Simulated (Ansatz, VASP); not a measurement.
Ag3HO in VASP and in Ansatz

File INCAR:

```
PREC = Accurate
ENCUT = 520
EDIFF = 1E-7
ISMEAR = 0
SIGMA = 0.05
LREAL = F
LASPH = T
NELM = 100
ALGO = Normal
ISIF = 2
LWAVE = F
LCHARG = T
GGA = PS
LELF = T
LVHAR = T
NBANDS = 28
```

KPOINTS

```
regular mesh
0
Gamma
  4 4 4
```

POSCAR

```
Ag3HO
1.0
    4.9464879054      0.0000000000      0.0000000000
    0.0000000000      4.9464879054      0.0000000000
    0.0000000000      0.0000000000      4.9464879054
H O Ag
1 1 3
Direct
    0.0000000000      0.0000000000      0.0000000000
    0.5000000000      0.5000000000      0.5000000000
    0.5000000000      0.5000000000      0.0000000000
    0.5000000000      0.0000000000      0.5000000000
    0.0000000000      0.5000000000      0.5000000000
```

Input for Ansatz:

```yaml
crystal:
  lattice:
    - [4.9464879054, 0.0, 0.0]
    - [0.0, 4.9464879054, 0.0]
    - [0.0, 0.0, 4.9464879054]
  atoms:
    - { symbol: H, position: [0.0, 0.0, 0.0] }
    - { symbol: O, position: [0.5, 0.5, 0.5] }
    - { symbol: Ag, position: [0.5, 0.5, 0.0] }
    - { symbol: Ag, position: [0.5, 0.0, 0.5] }
    - { symbol: Ag, position: [0.0, 0.5, 0.5] }
basis:
  ecutwfc: 420
kpoints:
  mp_grid: { grid: [4, 4, 4] }
hamiltonian:
  xc: pbesol
scf:
  occupations: { method: gaussian, width: 0.05 }
output:
  forces: true
  stress: true
  eigenvalues: true
```

The cell comes from a database or a generator and needn't be the stable form of this composition.

Alike in both runs: task single point; functional PBEsol; k mesh 4 × 4 × 4; occupations gaussian, width 0.05 eV; no spin polarisation.

```csv
,VASP,Ansatz
version,VASP 6.6.1,Ansatz 0.2.0
potentials or method,"VASP PAW PBE potentials, release 64 (H, O, Ag)","scalar-relativistic, plane waves, PAW"
plane-wave cutoff (eV),520,420
valence electrons in the cell,40,64
```

```csv
,VASP,Ansatz,Ansatz less VASP
gap on the k mesh at the Fermi level (eV),none,none,-
pressure (GPa),-10.9,-10.8,+0.08
```

A gap of «none» marks a metal or a gap that the smearing closes. The two sets of potentials don't hold the same shells in valence.

Caveats: the PAW data sets were made with another functional, which shifts forces and pressure a little (VASP).
